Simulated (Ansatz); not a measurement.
KNbO₃ (started from an entry of an open crystallographic database), relaxed with r2SCAN: 6 runs in Ansatz, each a construction of maximally localised Wannier functions. The symmetry is P4mm (No. 99, tetragonal); conventional cell a = 3.975 Å, c = 4.107 Å, 12.98 Å³ an atom. K has 12 O at 2.78–2.94 Å; Nb has 6 O at 1.85–2.26 Å; O has 2 Nb at 1.85–2.26 Å and 4 K at 2.81 Å; O has 2 Nb at 2.00 Å and 4 K at 2.78–2.94 Å. No spin polarisation and no zero-point or thermal motion.

```
CELL_PARAMETERS angstrom
3.97524 0.00000 0.00000
0.00000 3.97524 0.00000
0.00000 0.00000 4.10729
ATOMIC_POSITIONS crystal
K 0.00000 0.00000 0.01448
Nb 0.50000 0.50000 0.49723
O 0.50000 0.50000 0.04796
O 0.50000 0.00000 0.54116
O 0.00000 0.50000 0.54116
```

Windows count from the top of the filled bands; a dash means that no such window was set (without an outer window there is no disentanglement). Rows marked drawn have settings drawn at random (some not listed).

```csv
functional,SCF mesh,trial orbitals,functions,mesh,window (eV),frozen (eV),settings,Ω total (Å²),Ω invariant (Å²),largest spread (Å²),least projectability,"interpolation miss of the model's filled bands (eV, to the nearest computed level)"
PBE,6×6×6,"O s, O p",12,4×4×4,–,–,chosen,11.81,10.42,1.13,0.79,0.066
PBE,6×6×6,"O s, O p",12,6×6×6,–,–,chosen,12.33,10.94,1.20,0.79,0.017
PBE,6×6×6,O p,9,4×4×4,–,–,chosen,11.14,10.94,1.28,0.79,0.075
r2SCAN,6×6×6,"O s, O p",12,4×4×4,–,–,chosen,11.45,10.07,1.08,0.80,0.060
r2SCAN,6×6×6,O p,9,4×4×4,–,–,chosen,10.81,10.62,1.25,0.80,0.066
PBE,6×6×6,O p,9,3×3×3,–,–,drawn,10.45,10.25,1.18,0.80,0.205
```

For O s, O p with PBE the spread goes 11.81 Å² (4×4×4), 12.33 Å² (6×6×6): finite differences on a coarse mesh understate it.

The runs are scalar-relativistic, without spin-orbit coupling.
